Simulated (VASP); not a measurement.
GaAs, 2 atoms in the cell. The structure is cubic, space group F-43m (No. 216). The conventional cell has a = 5.654 Å, b = 5.654 Å, c = 5.654 Å, α = 90.00°, β = 90.00°, γ = 90.00°. As (site symmetry -43m) has 4 Ga at 2.45 Å as nearest neighbours. Ga (site symmetry -43m) has 4 As at 2.45 Å as nearest neighbours. 

| Quantity | Value |
| --- | --- |
| Program | VASP 6.6.1 |
| Task | relaxation of cell and atoms |
| Functional | BLYP |
| Dispersion | D3 |
| Potentials or basis | VASP PAW PBE potentials, release 64 (As, Ga_d) |
| Cutoff | 600 eV |
| k mesh | 8 × 8 × 8 |
| Occupations | fermi-dirac, width 0.05 eV |
| Spin | no spin polarisation |
| Further INCAR settings | ALGO = Fast; EDIFF = 1e-07; IBRION = 2; EDIFFG = -0.02; NSW = 40; ISIF = 3 |

Potentials or basis: VASP PAW PBE potentials, release 64 (As, Ga_d).

The run is started by

```console
$ cat potpaw_PBE.64/As/POTCAR potpaw_PBE.64/Ga_d/POTCAR > POTCAR
$ mpirun -np 1 vasp_std > vasp.out
```

Hardware: 1 thread of AMD EPYC 7R13 Processor (Zen 3), on a shared host.

Question: Estimate the wall time of this run.

Answer: Wall time 2.1 min on 1 thread of AMD EPYC 7R13 Processor (Zen 3) (shared host), peak memory 0.17 GiB. Counts: scf iterations 37, k points 29, ion steps 3.
